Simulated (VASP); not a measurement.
CaS:

```
Ca S
1.0
     0.00000    2.85237    2.85237
     2.85237    0.00000    2.85237
     2.85237    2.85237    0.00000
Ca S
1 1
Direct
  0.00000 0.00000 0.00000
  0.50000 0.50000 0.50000
```

The cell comes from a database or a generator and needn't be the stable form of this composition.

```yaml
Program: VASP 6.6.1
Task: relaxation of cell and atoms
Functional: PBEsol
Potentials_or_basis: VASP PAW PBE potentials, release 64 (Ca_pv, S)
Cutoff: 580 eV
k_mesh: 8 × 8 × 8
Occupations: gaussian, width 0.02 eV
Spin: no spin polarisation
```

At the start: pressure -2.2 GPa; volume 23.21 Å³/atom.

Question: How do energy, volume and symmetry change on relaxing?

Answer: Over 3 steps the energy falls by 6.0 meV/atom and the volume is 22.35 Å³/atom (-3.7 %); space group Fm-3m (No. 225, to 0.05 Å).

The path:
```tsv
step	energy change (eV)	largest force (eV/Å)	pressure (GPa)	volume (Å³)
1	0.0000	0.0000	-2.16	46.41
2	-0.0114	0.0000	0.50	44.34
3	-0.0120	0.0000	0.01	44.69
```

Final structure:
```xyz
2
Lattice="0.0000 2.8167 2.8167 2.8167 0.0000 2.8167 2.8167 2.8167 0.0000" Properties=species:S:1:pos:R:3 pbc="T T T"
Ca    0.0000    0.0000    0.0000
S     2.8167    2.8167    2.8167
```

Caveat: the PAW data sets were made with another functional, which shifts forces and pressure a little.
